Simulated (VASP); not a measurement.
**CdS in VASP 6.6.1, single-point calculation**

INCAR

```
GGA = PE
ISIF = 2
EDIFF = 1E-7
LASPH = .TRUE.
LDAUL = 2 -1
LDAUJ = 0 0
PREC = Accurate
NBANDS = 16
NELM = 73
ISMEAR = -1
ENCUT = 520
LWAVE = .FALSE.
NSW = 0
LCHARG = .FALSE.
LREAL = .FALSE.
LDAU = .TRUE.
SIGMA = 0.02
LDAUU = 5.0 0
IBRION = -1
LDAUTYPE = 2
IVDW = 20
LMAXMIX = 4
```

KPOINTS

```
KPOINTS created by Atomic Simulation Environment
0
Gamma
8 8 8
0 0 0
```

POSCAR

```
Cd S
 1.0000000000000000
     0.0000000000000000    2.7267765454999999    2.7267765454999999
     2.7131426627000002    0.0000000000000000    2.7267765454999999
     2.7131426627000002    2.7267765454999999    0.0000000000000000
 Cd  S
   1   1
Cartesian
  0.0000000000000000  0.0000000000000000  0.0000000000000000
  2.7131426626999997  2.7267765454999995  2.7267765454999995
```

The recommended PBE PAW datasets give the neutral cell 18 valence electrons.

Command

```
mpirun -np 1 vasp_std
```

OSZICAR

```
N       E                     dE             d eps       ncg     rms          rms(c)
DAV:   1     0.106248683912E+03    0.10625E+03   -0.96709E+03  2008   0.106E+03
DAV:   2    -0.180654928776E+01   -0.10806E+03   -0.10337E+03  2392   0.253E+02
DAV:   3    -0.566126210684E+01   -0.38547E+01   -0.38500E+01  2216   0.530E+01
DAV:   4    -0.567933221035E+01   -0.18070E-01   -0.18069E-01  2464   0.355E+00
DAV:   5    -0.567950023952E+01   -0.16803E-03   -0.16803E-03  2248   0.317E-01    0.944E+00
DAV:   6    -0.521783230292E+01    0.46167E+00   -0.83808E-01  2400   0.102E+01    0.751E+00
DAV:   7    -0.521824418694E+01   -0.41188E-03   -0.18093E-01  2312   0.303E+00    0.377E+00
DAV:   8    -0.522493522622E+01   -0.66910E-02   -0.24869E-02  2248   0.183E+00    0.281E-01
DAV:   9    -0.522492471610E+01    0.10510E-04   -0.19068E-03  2248   0.613E-01    0.606E-02
DAV:  10    -0.522497297988E+01   -0.48264E-04   -0.16992E-04  2416   0.138E-01    0.530E-02
DAV:  11    -0.522500378698E+01   -0.30807E-04   -0.46014E-05  2272   0.647E-02    0.247E-02
DAV:  12    -0.522500197673E+01    0.18103E-05   -0.68951E-06  2280   0.235E-02    0.102E-02
DAV:  13    -0.522500217135E+01   -0.19463E-06   -0.11698E-06  2088   0.806E-03    0.159E-02
DAV:  14    -0.522500194614E+01    0.22521E-06   -0.25906E-07  2224   0.355E-03    0.136E-03
DAV:  15    -0.522500194099E+01    0.51471E-08   -0.50181E-09  1168   0.641E-04
   1 F= -.58284516E+01 E0= -.58284516E+01  d E =-.100051E-07
```

From OUTCAR

```
k-points           NKPTS =     59   k-points in BZ     NKDIM =     59   number of bands    NBANDS=     16

   NELECT =      18.0000    total number of electrons

   dimension x,y,z NGX =    30 NGY =   30 NGZ =   30
   dimension x,y,z NGXF=    60 NGYF=   60 NGZF=   60

  energy-cutoff  :      520.00
  volume of cell :       40.35
      direct lattice vectors                 reciprocal lattice vectors
     0.000000000  2.726776545  2.726776545    -0.184288135  0.183366694  0.183366694
     2.713142663  0.000000000  2.726776545     0.184288135 -0.183366694  0.183366694
     2.713142663  2.726776545  0.000000000     0.184288135  0.183366694 -0.183366694

 k-points in reciprocal lattice and weights: KPOINTS created by Atomic Simulation Env
   0.00000000  0.00000000  0.00000000       0.002
   0.12500000  0.00000000  0.00000000       0.016
   0.25000000  0.00000000  0.00000000       0.016
   0.37500000  0.00000000  0.00000000       0.016
   0.50000000  0.00000000  0.00000000       0.008
   0.12500000  0.12500000  0.00000000       0.008
   0.25000000  0.12500000  0.00000000       0.031
   0.37500000  0.12500000  0.00000000       0.031
   ...

 E-fermi :   3.1024

 k-point     1 :       0.0000    0.0000    0.0000
  band No.  band energies     occupation
      1      -9.8671      2.00000
      2      -6.9328      2.00000
      3      -6.9299      2.00000
      4      -6.8388      2.00000
      5      -6.8388      2.00000
      6      -6.8334      2.00000
      7       2.2360      2.00000
      8       2.2631      2.00000
      9       2.2631      2.00000
     10       4.0769      0.00000
     11      11.8773      0.00000
     12      11.8773      0.00000
     13      11.9076      0.00000
     14      14.3757      0.00000
     15      14.6259      0.00000
     16      14.6264      0.00000

 k-point     2 :       0.1250    0.0000    0.0000
  band No.  band energies     occupation
      1      -9.7308      2.00000
      2      -6.9581      2.00000
      3      -6.9543      2.00000
      4      -6.8436      2.00000
      5      -6.8196      2.00000
      6      -6.8162      2.00000
      7       1.1064      2.00000
      8       2.3116      2.00000
      9       2.3242      2.00000
     10       5.1911      0.00000
     11      10.8730      0.00000
     12      11.7044      0.00000
     13      11.7515      0.00000
     14      13.0630      0.00000
     15      13.1037      0.00000
     16      14.2330      0.00000

 k-point     3 :       0.2500    0.0000    0.0000
  band No.  band energies     occupation
      1      -9.3651      2.00000
      2      -7.0265      2.00000
      3      -7.0211      2.00000
      4      -6.8648      2.00000
      5      -6.7632      2.00000
      6      -6.7617      2.00000
      7      -0.4448      2.00000
      8       2.4828      2.00000
      9       2.4837      2.00000
     10       6.4225      0.00000
     11       9.8936      0.00000
     12      10.4379      0.00000
     13      10.5033      0.00000
     14      13.6050      0.00000
     15      13.6069      0.00000
     16      13.8502      0.00000

 ...

  Total       0.19360     0.08960     0.08960     0.00000     0.00000    -0.00000
  in kB       7.68793     3.55790     3.55790     0.00000     0.00000    -0.00000
  external pressure =        4.93 kB  Pullay stress =        0.00 kB

 POSITION                                       TOTAL-FORCE (eV/Angst)
 -----------------------------------------------------------------------------------
      0.00000      0.00000      0.00000         0.000000      0.000000      0.000000
      2.71314      2.72678      2.72678         0.000000     -0.000000     -0.000000
 -----------------------------------------------------------------------------------
    total drift:                               -0.000000      0.000000      0.000000

  FREE ENERGIE OF THE ION-ELECTRON SYSTEM (eV)
  ---------------------------------------------------
  free  energy   TOTEN  =        -5.8284516019 eV

  energy  without entropy=       -5.8284515919  energy(sigma->0) =       -5.82845160
```

It converged. Results: gap between bands v and c on the k mesh 0.57 eV; least direct gap on the k mesh 1.81 eV; pressure 0.5 GPa. Band v is the last that the valence electrons fill when counted band by band, and c is the next.

For comparison, a separate PBE run of the intended cell, on usual settings and not on those above, gives a gap of 0.22 eV on its mesh and a pressure of 2.6 GPa.

The run above took about 22 s on one core of a shared host (Intel Xeon 6975P-C) and held 0.19 GiB at most.
